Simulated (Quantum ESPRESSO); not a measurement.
CoO under changes of volume

One of the cells (9.578 Å³/atom); the others are scaled copies at fixed shape and fractional positions:

```
Co O
1.0
     1.50547    0.86918    2.43993
    -1.50547    0.86918    2.43993
     0.00000   -1.73837    2.43993
Co O
1 1
Direct
  0.00000 0.00000 0.00000
  0.50000 0.50000 0.50000
```

The cell is a database's computed one.

- Program: Quantum ESPRESSO 7.5
- Functional: PBEsol
- Potentials or basis: GBRV 1.5 PBEsol
- Cutoff: 762 eV
- Density cutoff: 6095 eV
- k mesh: 11 × 11 × 11
- Occupations: fermi-dirac, width 0.05 eV
- Spin: collinear spin, ferromagnetic start
- Starting moments: [2.0, 0.0] μB

```csv
volume (Å³/atom),energy over the lowest point (meV/atom),pressure (GPa),moment (μB per cell)
9.003,?,?,?
9.195,0.00,-1.5,2.94
9.387,3.64,-5.2,2.98
9.578,11.81,-8.8,2.99
9.770,24.19,-12.1,3.00
9.961,40.38,-15.0,3.00
10.153,59.94,-17.7,3.00
```

**Question.** What does the run at 9.003 Å³/atom give?

**Answer.** Energy over the lowest point 0.86 meV/atom; pressure 2.5 GPa; moment 2.88 μB per cell.

Worked out: A Birch-Murnaghan fit of order 3 (a polynomial in V^(-2/3)) to the other rows has its minimum at 9.15 Å³/atom, just outside them, with B0 = V·E''(V) = 208 GPa and B' = 3.8 at fixed shape and positions, which overstates the stiffness. It gives 1.52 meV/atom at 9.003 Å³/atom, against the run's 0.86, and -dE/dV = 3.6 GPa, against 2.5. A parabola through the other rows of the moment, of slope 0.212 μB per Å³/atom there, extrapolates to 2.91 μB, against the run's 2.88. The fit is too stiff a form for this range.

Energies are extrapolated to zero smearing.

Caveats: a cell with one magnetic atom can't hold antiferromagnetic order, which such compounds often take.
